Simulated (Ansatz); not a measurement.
BeO (wurtzite)

```
BeO
1.0
    2.69285     0.00000     0.00000
   -1.34642     2.33208     0.00000
    0.00000     0.00000     4.37286
Be O
2 2
Direct
  0.66667   0.33333   0.00147
  0.33333   0.66667   0.50147
  0.66667   0.33333   0.62373
  0.33333   0.66667   0.12373
```

E(V) scan at fixed shape, V₀ the volume above. The atoms relax within the cell's symmetry.

Method: PBEsol (plane waves to 420 eV, PAW, scalar-relativistic; Ansatz, an electronic-structure program). k mesh 14×14×8 (Γ-centred), Fermi-Dirac smearing 0.05 eV. Energies are smeared free energies. With the shape held, the modulus is that of even scaling; a crystal free to change shape is softer. BeO was relaxed with its symmetry unable to fall. ΔE is measured from the relaxed starting cell.

```
V (Å³/atom)  ΔE (meV/atom)
-----------  -------------
6.453                 18.5
6.556                 10.1
6.659                  4.4
6.762                  1.0
6.865                  0.0
6.968                  1.0
7.071                  4.0
7.174                  8.8
7.277                 15.3
```

What bulk modulus at fixed cell shape B₀ follows from a third-order Birch-Murnaghan fit?

218 GPa.

What is the fitted pressure derivative B₀′?

3.7.

(A scan under strain: stresses follow from slopes of the energy per volume, elastic moduli from its curvatures.)
